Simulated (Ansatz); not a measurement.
**Li2S: zone-centre modes under pressure**

Li2S, Fm-3m, a = 5.706 Å. Ansatz: PBE, PAW, 420 eV, Γ-centred 8×8×8 mesh on 3 atoms, fixed occupations; no spin polarisation. Cell and atoms are relaxed at each pressure with the symmetry kept; optical modes at Γ by linear response, in cm⁻¹, matched by rank (the highest 2 distinct ones), without the LO field.

| P (GPa) | V (Å³/atom) | ω1 | ω2 |
| --- | --- | --- | --- |
| 0 | 15.479 | 318.6 | 372.1 |
| 7 | 13.549 | ? | ? |
| 18 | 11.872 | 490.7 | 515.1 |
| 35 | 10.385 | 589.5 | 602.9 |

Task: Get each mode's Grüneisen parameter γ = −d ln ω/d ln V from the other rows and predict the missing frequencies.

Result: ln(V/V0) = 0.0000, -0.1332, -0.2653, -0.3991; a line through ln(ω/ω0) of the 3 known rows gives ω1: γ = 1.554 (intercept 0.0049), predicted 393.8, computed 401.5; ω2: γ = 1.212 (intercept 0.0009), predicted 437.7, computed 439.1. The worst miss is 1.9 %: γ isn't constant over this range.